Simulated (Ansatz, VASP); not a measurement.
CsPbCl3 in VASP and in Ansatz

Contents of INCAR:

```
SYSTEM = CsPbCl3
ALGO = Normal
EDIFF = 1E-6
ENCUT = 520
GGA = CA
ISIF = 2
ISMEAR = -1
LASPH = .True.
LCHARG = .False.
LREAL = .False.
LWAVE = .False.
NBANDS = 30
NELM = 100
PREC = Accurate
SIGMA = 0.05
```

Contents of KPOINTS:

```
k-points
0
Gamma
  5 5 5
  0 0 0
```

POSCAR

```
CsPbCl3
1.0
    5.6050000000      0.0000000000      0.0000000000
    0.0000000000      5.6050000000      0.0000000000
    0.0000000000      0.0000000000      5.6050000000
Pb Cs Cl
1 1 3
Direct
    0.5000000000      0.5000000000      0.5000000000
    0.0000000000      0.0000000000      0.0000000000
    0.5000000000      0.0000000000      0.5000000000
    0.0000000000      0.5000000000      0.5000000000
    0.5000000000      0.5000000000      0.0000000000
```

The input input.yaml:

```yaml
crystal:
  lattice:
    - [5.605, 0.0, 0.0]
    - [0.0, 5.605, 0.0]
    - [0.0, 0.0, 5.605]
  atoms:
    - { symbol: Pb, position: [0.5, 0.5, 0.5] }
    - { symbol: Cs, position: [0.0, 0.0, 0.0] }
    - { symbol: Cl, position: [0.5, 0.0, 0.5] }
    - { symbol: Cl, position: [0.0, 0.5, 0.5] }
    - { symbol: Cl, position: [0.5, 0.5, 0.0] }
hamiltonian:
  xc: lda
  pseudopotentials: { kind: paw }
kpoints:
  mp_grid: { grid: [5, 5, 5] }
  band_path:
    path:
      - [[0.0, 0.0, 0.0], [0.0, 0.5, 0.0], [0.5, 0.5, 0.0], [0.0, 0.0, 0.0], [0.5, 0.5, 0.5], [0.0, 0.5, 0.0]]
      - [[0.5, 0.5, 0.0], [0.5, 0.5, 0.5]]
    npoints: 14
scf:
  occupations: { method: fermi_dirac, width: 0.05 }
  n_extra_bands: 12
output:
  forces: true
  stress: true
  eigenvalues: true
  fatbands: true
```

Alike in both runs: functional LDA; k mesh 5 × 5 × 5; occupations fermi-dirac, width 0.05 eV; no spin polarisation.

```csv
,VASP,Ansatz
version,VASP 6.6.1,Ansatz 0.2.0
potentials or method,"VASP PAW LDA potentials, release 64 (Pb_d, Cs_sv, Cl)",Ansatz PAW
plane-wave cutoff (eV),520,420
valence electrons in the cell,44,44
task,single point,band structure
```

```tsv
	VASP	Ansatz	Ansatz less VASP
gap on the k mesh at the Fermi level (eV)	2.78	2.80	+0.020
least direct gap on the mesh (eV)	2.78	2.80	+0.020
pressure (GPa)	-1.2	-1.3	-0.01
```

Caveats: spin-orbit coupling is left out, which as a rule narrows the gap of such compounds by several tenths of an eV (VASP); an odd mesh through Γ misses points on the zone boundary, where band edges often lie (VASP); spin-orbit coupling is left out, which moves the levels of the heavy elements (Ansatz); the PAW data sets come from PBE, with cores solved anew for the run's functional, which leaves a small shift of forces and pressure (Ansatz). Expect the measured gap to be larger: semilocal functionals such as LDA lack the derivative discontinuity.
